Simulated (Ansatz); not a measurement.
# MoSe2 (P6_3/mmc) in Ansatz: a series of runs

The runs below take MoSe2 through single point, with PBE, HF.

Program: Ansatz 0.2.0. These are calculated values, not measurements. Logs are shortened: lines on timing, memory, paths and dates and some standing lists are left out, and cuts for length are marked.

## (1) The structure

Symmetry: P6_3/mmc, No. 194, hexagonal system. The conventional cell has a = 3.288 Å, b = 3.288 Å, c = 12.900 Å, α = 90.00°, β = 90.00°, γ = 120.00°. Mo (site symmetry -6m2) is surrounded by 6 Se at 2.49 Å. Se (site symmetry 3m) has 3 Mo at 2.49 Å as nearest neighbours.

## (2) Single point, PBE

Contents of input.yaml:

```yaml
crystal:
  lattice:
    - [3.288, 0.0, 0.0]
    - [-1.644, 2.8474915276, 0.0]
    - [0.0, 0.0, 12.9]
  atoms:
    - { symbol: Mo, position: [0.6666666667, 0.3333333333, 0.75] }
    - { symbol: Mo, position: [0.3333333333, 0.6666666667, 0.25] }
    - { symbol: Se, position: [0.6666666667, 0.3333333333, 0.375] }
    - { symbol: Se, position: [0.3333333333, 0.6666666667, 0.875] }
    - { symbol: Se, position: [0.6666666667, 0.3333333333, 0.125] }
    - { symbol: Se, position: [0.3333333333, 0.6666666667, 0.625] }
hamiltonian:
  xc: pbe
  pseudopotentials: { kind: paw }
kpoints:
  mp_grid: { grid: [13, 13, 3] }
scf:
  occupations: { method: fermi_dirac, width: 0.05 }
output:
  forces: true
  stress: true
  eigenvalues: true
```

Potentials or basis: Ansatz PAW.

Started as:

```
> ansatz run input.yaml --threads 2 --pin off --max-ram 5120MiB --backend cpu --events-out ev --progress --plain --runs-dir out
```

Log:

```text
Warning: RAYON_NUM_THREADS=2 ignored (pool sized by the plan → 2); use --threads N
Engine: ansatz 0.2.0, x86_64-unknown-linux-gnu
Pseudopotentials: kind: paw
Pseudopotential: Mo, paw, valence charge 14, recommended cutoff 420 eV (normal), Mo.paw.azcp
Pseudopotential: Se, paw, valence charge 16, recommended cutoff 420 eV (normal), Se.paw.azcp
Functional definition: PBE
  parameter kappa = 0.804
  parameter beta = 0.06672455060314922
  exchange = pbe_x(kappa = kappa, mu = beta*pi^2/3)
  correlation = pbe_c(beta = beta)
Crystal: 6 atoms, lattice volume = 120.777 Å³
Basis set: ecut = 420 eV, 2395 PW (Γ), exchange–correlation on 48×48×180 points (8 copies of the dense FFT grid, shifted against one another)
Bands: 56, of which v1, the nominal top of the filled ones, is band 46 counted from 1 (45 counted from 0)
Symmetry: 24 space group operations
Space group: P63/mmc (ITA 194), of the structure as read, at distance tolerance 4.9e-5 Å
k-points: 42 of 507
Non-local potential: Mo, projectors of the file, l = 0: 3, l = 1: 2, l = 2: 2, l = 3: 1
Non-local potential: Se, projectors of the file, l = 0: 2, l = 1: 2, l = 2: 3, l = 3: 1
PAW form: soft (Blöchl's): semilocal exchange-correlation on the pseudo side does not see the compensation charge
PAW one-centre angular grid: Mo, 590 points (default); XC on 64 Gauss nodes
PAW one-centre angular grid: Se, 590 points (default); XC on 64 Gauss nodes
Initial density: superposition of atomic densities (neutral atoms: chi_scale 0, normalization atom), corrected by the library's trained network
Initial wavefunctions: pseudopotential atomic-orbital guess
Functional: x = pbe(κ = 0.804, μ = 0.2195149727645171), c = pbe(β = 0.06672455060314922)
SCF iter   1: F=—  HF=-31792.206718 eV  |F-HF|=—  |Δ(HF+E_count)|=         —  Δρ=4.89e-3  dr2=7.79e-3  ethr=1.77e-3  ⟨swp⟩=6.4  Hψ=8347  notcnv=0  defer=3
preconditioner: auto → Resta (q_TF=auto, 2.607 Å⁻¹)  ε∞=6.3  [insulator: Δε(μ)=0.899 eV  Ē_g=8.802 eV  σ=0.050 eV  W_gap=1.00  n_scr=40 (ndim 8)  ℏωp=20.3 eV  f_vac=0.059  D(μ)=0.00/eV (n_scr^D=0)  ε∞_Penn≈6.3]
SCF iter   2: F=—  HF=-31792.215700 eV  |F-HF|=—  |Δ(HF+E_count)|=   8.98e-3  Δρ=2.81e-3  dr2=2.44e-3  ethr=8.47e-6  ⟨swp⟩=2.0  Hψ=3581  notcnv=0  defer=14
SCF iter   3: F=—  HF=-31792.219753 eV  |F-HF|=—  |Δ(HF+E_count)|=   4.05e-3  Δρ=9.61e-4  dr2=1.74e-3  ethr=2.65e-6  ⟨swp⟩=2.1  Hψ=3124  notcnv=0
automatic band count: iteration 3 solves 54 bands in place of 56: the levels show a gap, and the empty bands left out lie too high to hold charge; the band table lists the bands solved (type scf.n_extra_bands for more)
SCF iter   4: F=—  HF=-31792.219744 eV  |F-HF|=—  |Δ(HF+E_count)|=   9.09e-6  Δρ=1.13e-4  dr2=9.16e-6  ethr=1.89e-6  ⟨swp⟩=2.2  Hψ=2851  notcnv=0
SCF iter   5: F=—  HF=-31792.219734 eV  |F-HF|=—  |Δ(HF+E_count)|=   1.00e-5  Δρ=3.52e-5  dr2=1.67e-6  ethr=9.96e-9  ⟨swp⟩=2.1  Hψ=4054  notcnv=0
SCF iter   6: F=—  HF=-31792.219735 eV  |F-HF|=—  |Δ(HF+E_count)|=   1.31e-6  Δρ=9.31e-6  dr2=2.67e-7  ethr=1.82e-9  ⟨swp⟩=2.0  Hψ=3047  notcnv=0
SCF iter   7: F=-31792.219735 eV  HF=-31792.219735 eV  |F-HF|=4.06e-8  |Δ(HF+E_count)|=   9.36e-8  Δρ=3.50e-6  dr2=3.52e-8  ethr=1.09e-10  ⟨swp⟩=4.3  Hψ=8343  notcnv=0
SCF 1 converged in 7 iterations: F = -31792.219735 eV  dr2 = 3.52e-8
SCF converged after 7 iterations
Free energy (F): -31792.219735 eV
Harris-Foulkes:  -31792.219735 eV  (|F-HF|=4.06e-8)
Internal energy: -31792.219731 eV  (E = F + TS)
E sigma→0 (E₀):  -31792.219733 eV
Entropy (-TS):   -0.000004 eV (-0.001 meV/atom)
Fermi energy:    12.969477 eV
--- Per-component energies (eV) ---
  E_band       = -1628.664331
  E_kinetic    = 1365.634883
  E_local      = -12145.321211  (includes V_loc(G=0)·N_el)
  E_nonlocal   = -2095.764352
  E_hartree    = 5758.080576
  E_xc         = -788.294380
  E_vxc        = -856.829394  (∫ρ·V_xc dr)
  E_paw        = -14048.186544  (= ΣΔE_a)
  E_vpaw       = 587.475832  (= ΣTr[D̂ρ^β])
  E_aug_tail   = -0.002290  (compensation charges beyond the density's cutoff)
  E_ewald      = -9838.366413
  E_smearing   = -0.000004  (= −TS)
  E_closure    = 0.000000  (closes the sum)
  Σ components = -31792.219735   (vs F -31792.219735, Δ=0.00e0)
--- Forces (eV/Å), atoms counted from 1 ---
  atom   1  Mo     0.00000000     0.00000000     0.00000000
  atom   2  Mo    -0.00000000     0.00000000    -0.00000000
  atom   3  Se     0.00000000    -0.00000000     1.10222621
  atom   4  Se     0.00000000     0.00000000     1.10222621
  atom   5  Se    -0.00000000    -0.00000000    -1.10222621
  atom   6  Se     0.00000000     0.00000000    -1.10222621
  max |Σ_I F_I| component: 2.22e-16 eV/Å
--- Stress (GPa, compression-positive) ---
        6.227025       0.000000      -0.000000
        0.000000       6.227025      -0.000000
       -0.000000      -0.000000      11.643718
  P = ⅓ Tr σ = 8.0326 GPa (80.326 kbar)
--- Band table (eV; the first three rows and the last of 42) ---
  k-point 0: bands = ["-48.7000", "-48.7000", "-35.3233", "-35.3233", "-35.3232", "-35.3232", "-35.3227", "-35.3227", "-35.3227", "-35.3227", "-35.2822", "-35.2822", "-35.2820", "-35.2820", "-35.2808", "-35.2808", "-35.2806", "-35.2806", "-35.2658", "-35.2656", "-35.2626", "-35.2623", "-22.8760", "-22.8760", "-22.6987", "-22.6987", "-22.6987", "-22.6987", "-2.4975", "-2.2650", "-1.3880", "-1.0166", "5.9267", "6.9427", "9.2793", "9.6526", "9.6526", "9.6653", "9.6653", "10.7185", "10.7185", "10.7573", "10.7573", "11.5061", "11.7088", "12.5872", "14.9951", "14.9951", "15.0458", "15.0458", "15.2804", "15.2804", "15.4552", "15.4552"]
  k-point 1: bands = ["-48.7000", "-48.7000", "-35.3233", "-35.3233", "-35.3232", "-35.3232", "-35.3227", "-35.3227", "-35.3227", "-35.3227", "-35.2822", "-35.2822", "-35.2821", "-35.2821", "-35.2807", "-35.2807", "-35.2806", "-35.2806", "-35.2658", "-35.2657", "-35.2625", "-35.2624", "-22.8760", "-22.8760", "-22.6987", "-22.6987", "-22.6987", "-22.6987", "-2.4503", "-2.3372", "-1.2824", "-1.0998", "6.1264", "6.6124", "9.6557", "9.6557", "9.6621", "9.6621", "9.7691", "10.7126", "10.7282", "10.7282", "10.7476", "10.7476", "12.2135", "12.5052", "15.0025", "15.0025", "15.0260", "15.0260", "15.3310", "15.3310", "15.4164", "15.4164"]
  k-point 2: bands = ["-48.6986", "-48.6986", "-35.3232", "-35.3232", "-35.3230", "-35.3230", "-35.3228", "-35.3227", "-35.3225", "-35.3224", "-35.2823", "-35.2822", "-35.2821", "-35.2820", "-35.2809", "-35.2808", "-35.2807", "-35.2806", "-35.2657", "-35.2655", "-35.2624", "-35.2622", "-22.8723", "-22.8723", "-22.7150", "-22.7150", "-22.7023", "-22.7023", "-2.4133", "-2.1822", "-1.3421", "-0.9791", "6.0266", "7.0401", "9.1327", "9.4414", "9.4618", "9.7356", "9.7528", "10.3761", "10.5783", "10.6216", "10.8130", "11.5153", "11.8609", "12.4394", "14.8024", "14.8213", "15.0162", "15.1075", "15.1166", "15.1343", "15.2018", "15.3316"]
  k-point 41: bands = ["-48.6725", "-48.6725", "-35.3214", "-35.3214", "-35.3204", "-35.3204", "-35.3198", "-35.3198", "-35.3195", "-35.3195", "-35.2840", "-35.2838", "-35.2827", "-35.2827", "-35.2819", "-35.2817", "-35.2812", "-35.2812", "-35.2635", "-35.2634", "-35.2599", "-35.2599", "-22.9195", "-22.9195", "-22.8609", "-22.8609", "-22.8038", "-22.8038", "-0.3295", "-0.3129", "-0.1722", "-0.1552", "6.7767", "6.8549", "7.1830", "7.2333", "8.0939", "8.1119", "8.3846", "8.4390", "9.1032", "9.2157", "10.0065", "10.1348", "11.8986", "11.9818", "13.5459", "13.5687", "14.5888", "15.0149", "15.2145", "15.2580", "16.4884", "16.6671"]
```

It took 17 s on 2 threads of Intel Xeon at 2.50GHz (Skylake/Cascade Lake), shared host; peak memory 0.55 GiB.

What came out:

* Free energy: -31792.2197 eV
* Pressure: 8.0 GPa
* Largest force: 1.102 eV/Å
* Band gap on the k mesh: 0.89 eV, indirect (least direct gap 1.50 eV)

Forces in eV/Å, atoms in the order of the input:
```
Mo   0.000  0.000  0.000
Mo   0.000  0.000  0.000
Se   0.000  0.000  1.102
Se   0.000  0.000  1.102
Se   0.000  0.000 -1.102
Se   0.000  0.000 -1.102
```

Stress tensor (GPa, compression positive):
```
 6.23  0.00  0.00
 0.00  6.23  0.00
 0.00  0.00 11.64
```

Levels at points of the mesh, in eV from the valence-band top:
```
           k point  band 44  band 45  band 46  band 47  band 48  band 49
(0.00, 0.00, 0.00)    -1.08    -0.88     0.00     2.41     2.41     2.46
```

Caveat: odd divisions of the mesh miss points on the zone boundary, where band edges often lie, so the gap on the mesh can be too wide; the cell's inner coordinates are idealised or old, which leaves forces on the atoms; this functional lacks dispersion, which binds the layers, so the pressure and a relaxed spacing across them are unreliable.

## (3) Single point, HF

input.yaml: that of step 2 with these lines changed.

```diff
@@ -13,6 +13,6 @@
 hamiltonian:
-  xc: pbe
+  xc: hf
   pseudopotentials: { kind: paw }
 kpoints:
-  mp_grid: { grid: [13, 13, 3] }
+  mp_grid: { grid: [5, 5, 2] }
 scf:
```

Potentials or basis: Ansatz PAW.

Started as:

```
> ansatz run input.yaml --threads 2 --pin off --max-ram 5632MiB --backend cpu --events-out ev --progress --plain --runs-dir out
```

Wall time 5 min (2 threads of Intel Xeon at 2.50GHz (Skylake/Cascade Lake), shared host); peak memory 1.8 GiB.

It converged, with:

* Free energy: -31526.9033 eV
* Pressure: 8.0 GPa
* Largest force: 0.262 eV/Å
* Band gap on the k mesh: 6.16 eV, indirect (least direct gap 6.48 eV)

Forces in eV/Å, atoms in the order of the input:
```
Mo   0.000  0.000  0.000
Mo   0.000  0.000  0.000
Se   0.000  0.000  0.262
Se   0.000  0.000  0.262
Se   0.000  0.000 -0.262
Se   0.000  0.000 -0.262
```

Stress tensor (GPa, compression positive):
```
7.42 0.00 0.00
0.00 7.42 0.00
0.00 0.00 9.04
```

Levels at points of the mesh, in eV from the valence-band top:
```
            k point  band 42  band 43  band 44  band 45  band 46  band 47  band 48  band 49  band 50  band 51
 (0.00, 0.00, 0.00)    -2.14    -2.14    -1.57    -1.51     0.00     8.61     8.61     8.68     8.68     8.89
(0.00, 0.00, -0.50)    -2.18    -2.18    -2.18    -0.34    -0.34     8.63     8.63     8.63     8.63     9.06
```

Caveat: the k mesh is coarse (spacing up to 0.44 Å⁻¹), so the values aren't converged, least of all with exact exchange; odd divisions of the mesh miss points on the zone boundary, where band edges often lie, so the gap on the mesh can be too wide; the cell's inner coordinates are idealised or old, which leaves forces on the atoms; the PAW data sets come from PBE, with cores solved anew for the run's functional, which leaves a small shift of forces and pressure; the thresholds are loose for stress. A k mesh can miss the band edges.
